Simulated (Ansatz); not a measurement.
Cell and atoms are relaxed with the symmetry kept. Start:

```xyz
1
Lattice="0.0000 2.2181 2.2181 2.2181 0.0000 2.2181 2.2181 2.2181 0.0000" Properties=species:S:1:pos:R:3 pbc="T T T"
Cd    0.0000    0.0000    0.0000
```

Method: DFT PBE, scalar-relativistic, plane waves, PAW in Ansatz.

Cutoff 420 eV; k points 16×16×16 on the computed 1-atom cell (Γ-centred); Gaussian smearing, width 0.10 eV; no spin polarisation.

What does it relax to?

The volume increases by 1.08 Å³/atom to 22.91 Å³/atom, and the energy falls by 7.3 meV/atom. Final structure:
```cif
data_structure
_symmetry_space_group_name_H-M 'Fm-3m'
_symmetry_Int_Tables_number 225
_cell_length_a 4.5083
_cell_length_b 4.5083
_cell_length_c 4.5083
_cell_angle_alpha 90.000
_cell_angle_beta 90.000
_cell_angle_gamma 90.000
_cell_volume 91.63
loop_
_atom_site_label
_atom_site_type_symbol
_atom_site_symmetry_multiplicity
_atom_site_Wyckoff_symbol
_atom_site_fract_x
_atom_site_fract_y
_atom_site_fract_z
_atom_site_occupancy
Cd1 Cd 4 a 0.00000 0.00000 0.00000 1
```

This fcc form isn't the element's structure at ambient conditions.